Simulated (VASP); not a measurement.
Set up this calculation in VASP 6.6.1, as the native input.

| Item | Value |
| --- | --- |
| Task | single point |
| Functional | r2SCAN |
| Potentials or basis | VASP PAW PBE potentials, release 64 (Al, N) |
| Cutoff | 520 eV |
| k mesh | 8 × 8 × 8 |
| Occupations | gaussian, width 0.1 eV |
| Spin | no spin polarisation |
| Dipole correction | no |
| Further INCAR settings | ALGO = Normal; EDIFF = 1e-06; NBANDS = 11 |

AlN:

```
CELL_PARAMETERS angstrom
0.00000 2.03452 2.03452
2.03452 0.00000 2.03452
2.03452 2.03452 0.00000
ATOMIC_POSITIONS crystal
Al 0.50000 0.50000 0.50000
N 0.00000 0.00000 0.00000
```

Measurements of this composition are mostly on another form, of space group No. 186.

These files were run (other wordings do the same):

POSCAR

```
AlN
1.0
    0.0000000000      2.0345180000      2.0345180000
    2.0345180000      0.0000000000      2.0345180000
    2.0345180000      2.0345180000      0.0000000000
Al N
1 1
Direct
    0.5000000000      0.5000000000      0.5000000000
    0.0000000000      0.0000000000      0.0000000000
```

INCAR.step1

```
SYSTEM = AlN
  ALGO = Normal
  EDIFF = 1E-4
  ENCUT = 520
  GGA = PE
  ISMEAR = 0
  LASPH = .TRUE.
  LCHARG = .FALSE.
  LREAL = .FALSE.
  LWAVE = .TRUE.
  NBANDS = 11
  NELM = 100
  PREC = Accurate
  SIGMA = 0.1
```

INCAR.step2

```
SYSTEM = AlN
  ALGO = Normal
  EDIFF = 1E-6
  ENCUT = 520
  ISIF = 2
  ISMEAR = 0
  ISTART = 1
  LASPH = .TRUE.
  LCHARG = .FALSE.
  LMIXTAU = .TRUE.
  LREAL = .FALSE.
  LWAVE = .FALSE.
  METAGGA = R2SCAN
  NBANDS = 11
  NELM = 100
  PREC = Accurate
  SIGMA = 0.1
```

KPOINTS

```
k-points
0
G
  8 8 8
  0 0 0
```

Potentials or basis: VASP PAW PBE potentials, release 64 (Al, N).

Launch:

```bash
$ cat potpaw_PBE.64/Al/POTCAR potpaw_PBE.64/N/POTCAR > POTCAR
$ cp INCAR.step1 INCAR
$ mpirun -np 1 vasp_std > vasp.out
$ cp INCAR.step2 INCAR
$ mpirun -np 1 vasp_std > vasp.out
```

It gave:

```json
{
  "Pressure": "-6.9 GPa",
  "Band gap on the k mesh": "5.29 eV, indirect (least direct gap 6.23 eV)"
}
```

Caveat: the PAW data sets were made with another functional, which shifts forces and pressure a little.

It took 14 s on 1 thread of Intel(R) Xeon(R) 6975P-C (Granite Rapids), on a shared host, peak memory 0.13 GiB.
